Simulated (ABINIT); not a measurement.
Runs of ABINIT 10.8.3 (patched build) on Si2Mo. Symmetry: I4/mmm, No. 139, tetragonal system. The conventional cell has a = 3.200 Å, b = 3.200 Å, c = 7.861 Å, α = 90.00°, β = 90.00°, γ = 90.00°. Mo (site symmetry 4/mmm) is surrounded by 10 Si at 2.62 Å. Si (site symmetry 4mm) is surrounded by 5 Si at 2.61 to 2.63 Å and 5 Mo at 2.62 Å. 

```csv
task,level,potentials or basis,k mesh,cutoff (eV),fine-grid cutoff,mesh quality,gap on the mesh (eV),pressure (GPa),largest force (eV/Å)
band structure,LDA,JTH PAW LDA v2.0,12 × 12 × 12,408,816.342 eV,not flagged,none,-5.9,0.37
single point,r2SCAN,JTH PAW PBE v2.0,7 × 7 × 7,490,979.61 eV,coarse,none,-1.1,0.37
single point,PBEsol,JTH PAW PBE v2.0,5 × 5 × 5,408,816.342 eV,coarse,none,-2.5,(b)
band structure,WC,JTH PAW PBE v2.0,12 × 12 × 12,408,816.342 eV,not flagged,none,-1.4,0.32
single point,PBEsol,JTH PAW PBE v2.0,7 × 7 × 7,408,816.342 eV,coarse,none,-2.5,0.34
single point,LDA,JTH PAW LDA v2.0,10 × 10 × 10,408,816.342 eV,not flagged,none,-5.9,0.39
band structure,rPW86PBE,JTH PAW PBE v2.0,12 × 12 × 12,408,816.342 eV,not flagged,none,(a),0.20
band structure,BLYP,JTH PAW PBE v2.0,12 × 12 × 12,408,816.342 eV,not flagged,none,11.8,0.32
```

Alike in all rows: no spin polarisation; cell as given; smearing fermi-dirac 0.05 eV.

Task: Estimate the missing entries.

Result: (a) 7.4; (b) 0.28.

Caveats: some runs use coarse meshes; the PAW data sets were made with another functional, which shifts forces and pressure a little (some runs).

A k mesh can miss the band edges, and the runs leave out spin-orbit coupling on Mo.

A gap of «none» marks a metal or a gap under the smearing width.

Runs at the PBE level aren't shown here.
